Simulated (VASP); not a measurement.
# Sb2Pt (Pa-3) in VASP: single point with PBE

Aim: the single point of Sb2Pt with PBE.

Everything below comes from runs of VASP 6.6.1. Logs are shortened: lines on timing, memory, paths and dates and some standing lists are left out, and cuts for length are marked.

**The experiment to reproduce.**

A printed reference work, data compilation reports, for a bulk crystal of Sb2Pt: band gap 0.11 eV.

The results are compared with them further down.

**1. Starting point**

The structure is cubic, space group Pa-3 (No. 205). The conventional cell has a = 6.500 Å, b = 6.500 Å, c = 6.500 Å, α = 90.00°, β = 90.00°, γ = 90.00°. Sb (site symmetry 3) has 3 Pt at 2.70 Å and 1 Sb at 2.81 Å as nearest neighbours. Around Pt (site symmetry -3) lie 6 Sb at 2.70 Å.

The cell is a database's computed one.

**2. Single point, PBE**

File INCAR:

```
SYSTEM = Sb2Pt
  PREC = Accurate
  ENCUT = 520
  EDIFF = 1E-7
  ISMEAR = 0
  SIGMA = 0.1
  LREAL = .FALSE.
  LASPH = .TRUE.
  NELM = 100
  ALGO = Fast
  ISIF = 2
  LWAVE = .FALSE.
  LCHARG = .FALSE.
  GGA = PE
  NBANDS = 52
```

File KPOINTS:

```
regular mesh
0
G
  4 4 4
  0 0 0
```

File POSCAR:

```
Sb2Pt
1.0
    6.4997749300      0.0000000000      0.0000000000
    0.0000000000      6.4997749300      0.0000000000
    0.0000000000      0.0000000000      6.4997749300
Sb Pt
8 4
Direct
    0.3752527800      0.1247472200      0.8752527800
    0.1247472200      0.8752527800      0.3752527800
    0.8752527800      0.3752527800      0.1247472200
    0.6247472200      0.6247472200      0.6247472200
    0.3752527800      0.3752527800      0.3752527800
    0.1247472200      0.6247472200      0.8752527800
    0.8752527800      0.1247472200      0.6247472200
    0.6247472200      0.8752527800      0.1247472200
    0.0000000000      0.5000000000      0.5000000000
    0.5000000000      0.5000000000      0.0000000000
    0.5000000000      0.0000000000      0.5000000000
    0.0000000000      0.0000000000      0.0000000000
```

Potentials or basis: VASP PAW PBE potentials, release 64 (Sb, Pt).

Command:

```sh
$ cat potpaw_PBE.64/Sb/POTCAR potpaw_PBE.64/Pt/POTCAR > POTCAR
$ mpirun -np 1 vasp_std > vasp.out
```

OUTCAR:

```text
SYSTEM = Sb2Pt
   PREC = Accurate
   ENCUT = 520
   EDIFF = 1E-7
   ISMEAR = 0
   LREAL = .FALSE.
   LASPH = .TRUE.
   NELM = 100
   ISIF = 2
   GGA = PE

 ion  position               nearest neighbor table
   1  0.375  0.125  0.875-  10 2.70  11 2.70  12 2.70   8 2.81   6 3.63   7 3.63   5 3.63   5 3.63
                             6 3.63   7 3.63
   2  0.125  0.875  0.375-   9 2.70  11 2.70  12 2.70   7 2.81   6 3.63   5 3.63   8 3.63   6 3.63
                             5 3.63   8 3.63
   3  0.875  0.375  0.125-   9 2.70  10 2.70  12 2.70   6 2.81   5 3.63   7 3.63   8 3.63   7 3.63
                             8 3.63   5 3.63
   4  0.625  0.625  0.625-   9 2.70  10 2.70  11 2.70   5 2.81   6 3.63   7 3.63   8 3.63   8 3.63
                             7 3.63   6 3.63
   5  0.375  0.375  0.375-   9 2.70  10 2.70  11 2.70   4 2.81   2 3.63   3 3.63   1 3.63   1 3.63
                             2 3.63   3 3.63
   6  0.125  0.625  0.875-   9 2.70  10 2.70  12 2.70   3 2.81   2 3.63   1 3.63   4 3.63   2 3.63
                             1 3.63   4 3.63
   7  0.875  0.125  0.625-   9 2.70  11 2.70  12 2.70   2 2.81   1 3.63   3 3.63   4 3.63   3 3.63
                             4 3.63   1 3.63
   8  0.625  0.875  0.125-  10 2.70  11 2.70  12 2.70   1 2.81   2 3.63   3 3.63   4 3.63   4 3.63
                             3 3.63   2 3.63
   9  0.000  0.500  0.500-   2 2.70   3 2.70   4 2.70   5 2.70   6 2.70   7 2.70
  10  0.500  0.500  0.000-   1 2.70   3 2.70   4 2.70   5 2.70   6 2.70   8 2.70
  11  0.500  0.000  0.500-   1 2.70   2 2.70   4 2.70   5 2.70   7 2.70   8 2.70
  12  0.000  0.000  0.000-   1 2.70   2 2.70   3 2.70   6 2.70   7 2.70   8 2.70

  LATTYP: Found a simple cubic cell.
 ALAT       =     6.4997749300

  Lattice vectors:

 A1 = (   6.4997749300,   0.0000000000,   0.0000000000)
 A2 = (   0.0000000000,   6.4997749300,   0.0000000000)
 A3 = (   0.0000000000,   0.0000000000,   6.4997749300)

Analysis of symmetry for initial positions (statically):
=====================================================================
 Subroutine PRICEL returns:
 Original cell was already a primitive cell.

 Routine SETGRP: Setting up the symmetry group for a
 simple cubic supercell.

 Subroutine GETGRP returns: Found 24 space group operations
 (whereof  6 operations were pure point group operations)
 out of a pool of 48 trial point group operations.

The static configuration has the point symmetry S_6 .
 The point group associated with its full space group is T_h .

Analysis of symmetry for dynamics (positions and initial velocities):
=====================================================================
 Subroutine PRICEL returns:
 Original cell was already a primitive cell.

 Routine SETGRP: Setting up the symmetry group for a
 simple cubic supercell.

 Subroutine GETGRP returns: Found 24 space group operations
 (whereof  6 operations were pure point group operations)
 out of a pool of 48 trial point group operations.

The dynamic configuration has the point symmetry S_6 .
 The point group associated with its full space group is T_h .

 Subroutine INISYM returns: Found 24 space group operations
 (whereof  6 operations are pure point group operations),
 and found     1 'primitive' translations

----------------------------------------------------------------------------------------

                                     Primitive cell

  volume of cell :     274.5965

  direct lattice vectors                    reciprocal lattice vectors
     6.499774930  0.000000000  0.000000000     0.153851481  0.000000000  0.000000000
     0.000000000  6.499774930  0.000000000     0.000000000  0.153851481  0.000000000
     0.000000000  0.000000000  6.499774930     0.000000000  0.000000000  0.153851481

  length of vectors
     6.499774930  6.499774930  6.499774930     0.153851481  0.153851481  0.153851481

  position of ions in fractional coordinates (direct lattice)
     0.375252780  0.124747220  0.875252780
     0.124747220  0.875252780  0.375252780
     0.875252780  0.375252780  0.124747220
     0.624747220  0.624747220  0.624747220
     0.375252780  0.375252780  0.375252780
     0.124747220  0.624747220  0.875252780
[... 33 lines left out ...]
     0.038462870  0.000000000  0.000000000     0.250000000  0.000000000  0.000000000
     0.000000000  0.038462870  0.000000000     0.000000000  0.250000000  0.000000000
     0.000000000  0.000000000  0.038462870     0.000000000  0.000000000  0.250000000

  Length of vectors
     0.038462870  0.038462870  0.038462870

  Shift w.r.t. Gamma in fractional coordinates (k-lattice)
     0.000000000  0.000000000  0.000000000

 Subroutine IBZKPT returns following result:
 ===========================================

 Found     11 irreducible k-points:

 Following reciprocal coordinates:
            Coordinates               Weight
  0.000000  0.000000  0.000000      1.000000
  0.250000  0.000000  0.000000      6.000000
  0.500000  0.000000  0.000000      3.000000
  0.250000  0.250000  0.000000     12.000000
  0.500000  0.250000  0.000000      6.000000
 -0.250000  0.500000  0.000000      6.000000
  0.500000  0.500000  0.000000      3.000000
  0.250000  0.250000  0.250000      8.000000
  0.500000  0.250000  0.250000     12.000000
  0.500000  0.500000  0.250000      6.000000
  0.500000  0.500000  0.500000      1.000000
   k-points           NKPTS =     11   k-points in BZ     NKDIM =     11   number of bands    NBANDS=     52
   number of dos      NEDOS =    301   number of ions     NIONS =     12
   total plane-waves  NPLWV = 110592
   dimension x,y,z NGX =    48 NGY =   48 NGZ =   48
   dimension x,y,z NGXF=    96 NGYF=   96 NGZF=   96
   ions per type =               8   4
   NGX,Y,Z   is equivalent  to a cutoff of  12.28, 12.28, 12.28 a.u.
   NGXF,Y,Z  is equivalent  to a cutoff of  24.55, 24.55, 24.55 a.u.
 SYSTEM =  Sb2Pt
   PREC   = accura    normal or accurate (medium, high low for compatibility)
   ISTART =      0    job   : 0-new  1-cont  2-samecut
   ICHARG =      2    charge: 1-file 2-atom 10-const
   ISPIN  =      1    spin polarized calculation?
   LNONCOLLINEAR =      F non collinear calculations
   LSORBIT =      F    spin-orbit coupling
   LASPH  =      T    aspherical Exc in radial PAW
   ENCUT  =  520.0 eV  38.22 Ry    6.18 a.u.  12.09 12.09 12.09*2*pi/ulx,y,z
   NELM   =    100;   NELMIN=  2; NELMDL= -5     # of ELM steps
   EDIFF  = 0.1E-06   stopping-criterion for ELM
   LREAL  =      F    real-space projection
   EDIFFG = 0.1E-05   stopping-criterion for IOM
   NSW    =      0    number of steps for IOM
   IBRION =     -1    ionic relax: 0-MD 1-quasi-New 2-CG
   NFREE  =      0    steps in history (QN), initial steepest desc. (CG)
   ISIF   =      2    stress and relaxation
   ISYM   =      2    0-nonsym 1-usesym 2-fastsym
   POTIM  = 0.5000    time-step for ionic-motion
   TEBEG  =    0.0;   TEEND  =   0.0 temperature during run
   PSTRESS=    0.0 pullay stress
   NELECT =      80.0000    total number of electrons
   NUPDOWN=      -1.0000    fix difference up-down
   EMIN   =  10.00;   EMAX   =-10.00  energy-range for DOS
   EFERMI =   0.00;   METHOD = LEGACY
   ISMEAR =     0;   SIGMA  =   0.10  broadening in eV -4-tet -1-fermi 0-gaus
   EFERMI_NEDOS =   21; number of points for ismear=-14 and -15
   IALGO  =     68    algorithm
   IMIX   =      4    mixing-type and parameters
     AMIX     =   0.40;   BMIX     =  1.00
     AMIX_MAG =   1.60;   BMIX_MAG =  1.00
  volume/ion in A,a.u.               =      22.88       154.42
  Fermi-wavevector in a.u.,A,eV,Ry     =   1.085275  2.050873 16.025242  1.177822
  Thomas-Fermi vector in A             =   2.221385
   LORBIT       =      0    0 simple, 1 ext, 2 COOP (PROOUT), +10 PAW based schemes
   GGA     = PE    functional components
   LHFCALC =     F    Hartree Fock is set to
   AEXX    =    0.0000 exact exchange contribution
   IVDW    =     0    specifies the selected vdW correction
   LEPSILON=     F    determine dielectric tensor
   LRPA    =     F    only Hartree local field effects (RPA)
 non-spin polarized calculation
 RMM-DIIS sequential band-by-band and
 Gauss-broadening in eV      SIGMA  =   0.10
  energy-cutoff  :      520.00
  volume of cell :      274.60
 maximum number of plane-waves:      7441
   NGX = 25   NGY = 25   NGZ = 25

 number of electron      79.9999979 magnetization

 Free energy of the ion-electron system (eV)
  ---------------------------------------------------
  ext. energy  EPLUGINS =         0.00000000
  ---------------------------------------------------
  free energy    TOTEN  =       -63.22521574 eV

  energy without entropy =      -63.21458706  energy(sigma->0) =      -63.21990140

 E-fermi :   8.9745     XC(G=0): -10.8430

 val. band max:        8.9501000691   @ k =   0.0000   0.0000   0.0000
 cond. band min:       9.0370886515   @ k =   0.2500   0.0000   0.0000
 fundamental gap:      0.0869885824
 Fermi energy:         8.9745487870

 k-point     1 :       0.0000    0.0000    0.0000
  band No.  band energies     occupation
      1      -3.6155      2.00000
      2      -1.4157      2.00000
      3      -1.4157      2.00000
      4      -1.4157      2.00000
      5       0.0624      2.00000
      6       0.0624      2.00000
[... 594 lines left out ...]
     51      11.6724      0.00000
     52      11.6724      0.00000

------------------------ aborting loop because EDIFF is reached ----------------------------------------

  FORCE on cell =-STRESS in cart. coord.  units (eV):
  Direction    XX          YY          ZZ          XY          YZ          ZX
  --------------------------------------------------------------------------------------
  -------------------------------------------------------------------------------------
  Total        4.4616833      4.4616833      4.4616833      0.0000000      0.0000000      0.0000000
  in kB       26.0324096     26.0324096     26.0324096      0.0000000      0.0000000      0.0000000
  external PRESSURE =      26.0324096 kB  Pullay stress =       0.0000000 kB

 VOLUME and BASIS-vectors are now :
 -----------------------------------------------------------------------------
  energy-cutoff  :      520.00
  volume of cell :      274.60
      direct lattice vectors                 reciprocal lattice vectors
     6.499774930  0.000000000  0.000000000     0.153851481  0.000000000  0.000000000
     0.000000000  6.499774930  0.000000000     0.000000000  0.153851481  0.000000000
     0.000000000  0.000000000  6.499774930     0.000000000  0.000000000  0.153851481

 POSITION                                       TOTAL-FORCE (eV/Angst)
 -----------------------------------------------------------------------------------
      2.43906      0.81083      5.68895        -0.064688      0.064688     -0.064688
      0.81083      5.68895      2.43906         0.064688     -0.064688     -0.064688
      5.68895      2.43906      0.81083        -0.064688     -0.064688      0.064688
      4.06072      4.06072      4.06072         0.064688      0.064688      0.064688
      2.43906      2.43906      2.43906        -0.064688     -0.064688     -0.064688
      0.81083      4.06072      5.68895         0.064688      0.064688     -0.064688
      5.68895      0.81083      4.06072        -0.064688      0.064688      0.064688
      4.06072      5.68895      0.81083         0.064688     -0.064688      0.064688
      0.00000      3.24989      3.24989         0.000000     -0.000000     -0.000000
      3.24989      3.24989      0.00000         0.000000     -0.000000     -0.000000
      3.24989      0.00000      3.24989         0.000000     -0.000000     -0.000000
      0.00000      0.00000      0.00000         0.000000     -0.000000     -0.000000
 -----------------------------------------------------------------------------------
    total drift:                                0.000000      0.000000     -0.000000

  FREE ENERGIE OF THE ION-ELECTRON SYSTEM (eV)
  ---------------------------------------------------
  free  energy   TOTEN  =       -63.2252157395 eV

  energy  without entropy=      -63.2145870564  energy(sigma->0) =      -63.21990140
```

Wall time 3.2 min (1 thread of AMD EPYC 7R43 (Zen 3), shared host); peak memory 0.36 GiB.

What came out:

* Free energy: -63.2252 eV
* Pressure: 2.6 GPa
* Largest force: 0.112 eV/Å
* Band gap on the k mesh: none (metal or under the smearing width)

Forces in eV/Å, atoms in the order of the input:
```
Sb  -0.065  0.065 -0.065
Sb   0.065 -0.065 -0.065
Sb  -0.065 -0.065  0.065
Sb   0.065  0.065  0.065
Sb  -0.065 -0.065 -0.065
Sb   0.065  0.065 -0.065
Sb  -0.065  0.065  0.065
Sb   0.065 -0.065  0.065
Pt   0.000  0.000  0.000
Pt   0.000  0.000  0.000
Pt   0.000  0.000  0.000
Pt   0.000  0.000  0.000
```

Levels at points of the mesh, in eV from the Fermi level:
| k point | band 38 | band 39 | band 40 | band 41 | band 42 | band 43 |
| --- | --- | --- | --- | --- | --- | --- |
| (0.00, 0.00, 0.00) | -0.53 | -0.53 | -0.53 | -0.02 | -0.02 | -0.02 |
| (0.50, 0.00, 0.00) | -1.42 | -0.66 | -0.66 | 0.77 | 0.77 | 1.47 |
| (0.50, 0.50, 0.00) | -0.73 | -0.73 | -0.73 | 1.68 | 1.68 | 1.68 |
| (0.50, 0.50, 0.50) | -0.65 | -0.65 | -0.65 | -0.11 | -0.11 | -0.11 |

**3. How close it comes**

Step 2. Measured gap of Sb2Pt: 0.11 eV (a printed reference work, data compilation). This calculation gives 0.00 eV (-0.11 eV). Spin-orbit coupling on Pt, Sb is left out. The value is that of PBE on a finite k mesh, which can miss the band edges, without temperature or zero-point motion. Semilocal functionals fall short of measured gaps as a rule. The cell is a database's relaxed one, not the measured one, which moves gaps too.
